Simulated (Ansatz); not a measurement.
**Structure relaxation of SiC**

The calculation used DFT PBE, scalar-relativistic, plane waves, PAW (Ansatz 0.2.0). Cutoff 420 eV, Γ-centred k mesh, Gaussian smearing, no spin polarisation in the final step.

SiC was placed on the litharge structure type (P4/nmm, No. 129), with Si in place of Pb, C in place of O, at a guessed volume.

```
Si C
1.0
     3.21921    0.00000    0.00000
     0.00000    3.21921    0.00000
     0.00000    0.00000    4.06775
Si C
2 2
Direct
  0.00000 0.50000 0.23510
  0.50000 0.00000 0.76490
  0.00000 0.00000 0.00000
  0.50000 0.50000 0.00000
```

Cell and atoms relax at zero pressure; the relaxation can't lower the symmetry of the start. After a coarse first stage the cell is made exact in the group found at 0.06 Å.

The zero of energy is the elements' standard structures at the same level; no fitted shifts are applied.

Question: What does it relax into?

Answer: It keeps P4/nmm (No. 129). The result has the litharge (Si on Pb sites) structure. Conventional cell: a = 3.197 Å, c = 4.450 Å. Si has 4 C at 2.01 Å; C has 4 Si at 2.01 Å and 4 C at 2.26 Å.

```
Si C
1.0
     3.19697    0.00000    0.00000
     0.00000    3.19697    0.00000
     0.00000    0.00000    4.45038
Si C
2 2
Direct
  0.00000 0.50000 0.27256
  0.50000 0.00000 0.72744
  0.00000 0.00000 0.00000
  0.50000 0.50000 0.00000
```

Question: What are its volume, energy, density and gap?

Answer: The volume per atom is 11.37 Å³. The density is 2.93 g/cm³, the energy over the elements is 1.37 eV/atom and the gap on the 14×14×10 mesh is 0 eV (a metal).

The final run used a 14×14×10 mesh on its 4-atom cell and 0.10 eV smearing. The k mesh leaves about 4 meV/atom of noise in metals. A structure relaxed within its symmetry needn't be a true minimum.

Cost: 3 runs of about 2.6 core-minutes in all, on Arm Neoverse V1 (shared hosts).